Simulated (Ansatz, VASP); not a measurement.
## Two plane-wave programs on InP

```
CELL_PARAMETERS angstrom
0.00000 2.95371 2.95371
2.95371 0.00000 2.95371
2.95371 2.95371 0.00000
ATOMIC_POSITIONS crystal
In 0.00000 0.00000 0.00000
P 0.75000 0.75000 0.75000
```

Alike in both runs: functional r2SCAN; k mesh 8 × 8 × 8; occupations gaussian, width 0.02 eV; no spin polarisation.

Ansatz relaxed the structure, and its values are those at the end. VASP's run is a single point on that final structure, the one shown.

|  | VASP | Ansatz |
| --- | --- | --- |
| version | VASP 6.6.1 | Ansatz 0.2.0 |
| potentials or method | VASP PAW PBE potentials, release 64 (In_d, P) | scalar-relativistic, plane waves, PAW |
| plane-wave cutoff (eV) | 520 | 500 |
| valence electrons in the cell | 18 | 18 |

Ansatz gave:

```
gap on the k mesh at the Fermi level (eV) : 1.02
least direct gap on the mesh (eV)         : 1.02
pressure (GPa)                            : 0.0
```

**Question.** Estimate VASP's values.

**Answer.** gap on the k mesh at the Fermi level (eV): 1.03; least direct gap on the mesh (eV): 1.03; pressure (GPa): -0.1.

Caveats: the PAW data sets were made with another functional, which shifts forces and pressure a little (VASP); spin-orbit coupling is left out, which moves the levels of the heavy elements. r2SCAN opens gaps a little over a GGA but as a rule still falls short of measured ones.
